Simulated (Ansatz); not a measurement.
**Hg: distorted cells**

Level of theory: Ansatz, DFT PBE, scalar-relativistic, plane waves, PAW.

Cutoff 420 eV; k points 14×14×14 on the computed 1-atom cell (Γ-centred); Gaussian smearing, width 0.10 eV; no spin polarisation.

Reference cell:

```xyz
1
Lattice="1.7300 0.9988 2.2340 -1.7300 0.9988 2.2340 0.0000 -1.9976 2.2340" Properties=species:S:1:pos:R:3 pbc="T T T"
Hg    0.0000    0.0000    0.0000
```

Each variant moves atoms of this cell by the vectors given, if any (Å), and then applies a symmetric strain (tensor components, Cartesian axes). The reference cell isn't relaxed at this level. Energies are per atom at zero smearing, counted from the lowest variant. Pressure is positive in compression.

1. strain (xx yy zz yz xz xy, %) -1.74 -1.34 -2.14 0.27 0.50 -0.30
2. strain (xx yy zz yz xz xy, %) -2.91 -1.93 -2.11 -1.00 0.00 0.00
3. strain (xx yy zz yz xz xy, %) -1.04 5.57 0.18 2.23 0.00 0.00

| result | ΔE (meV/atom) | P (GPa) |
| --- | --- | --- |
| A | 89.9 | 10.03 |
| B | 0.0 | 3.99 |
| C | 114.7 | 11.36 |

Problem. Which variant gave which result?

Solution. A is 1, B is 3, C is 2. The pressure falls as the cell grows: from the smallest volume to the largest the variants are 2, 1, 3.

Spin–orbit coupling is left out, which can shift energies with elements as heavy as these.